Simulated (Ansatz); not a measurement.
CdSe (rocksalt type), DFT, PBE, all-electron LAPW, scalar-relativistic (Ansatz 0.2.0), on 1 thread of Arm Neoverse V2 (shared host).

Command: `ansatz run input.yaml --threads 1 --pin off --max-ram 2048MiB --backend cpu --events-out ev --progress --plain --runs-dir out`

```yaml
crystal:
  lattice:
    - [0.0, 2.7179716617, 2.7179716617]
    - [2.7179716617, 0.0, 2.7179716617]
    - [2.7179716617, 2.7179716617, 0.0]
  atoms:
    - { symbol: Cd, position: [0.0, 0.0, 0.0] }
    - { symbol: Se, position: [0.5, 0.5, 0.5] }
kpoints:
  mp_grid: { grid: [14, 14, 14] }
scf:
  occupations: { method: fermi_dirac, width: 0.08 }
hamiltonian:
  xc: pbe
  pseudopotentials: { kind: all_electron, lapw: { basis_error: 0.001 } }
output:
  forces: true
  stress: true
  eigenvalues: true
  populations: true
```

**Question.** How large is the problem that the program sets up?

**Answer.** 104 irreducible k-points, 339 plane waves at Γ, 27 bands.

**Question.** About how long does it take?

**Answer.** 26 s of wall time for 7 SCF iterations. Times on shared machines scatter by tens of per cent.
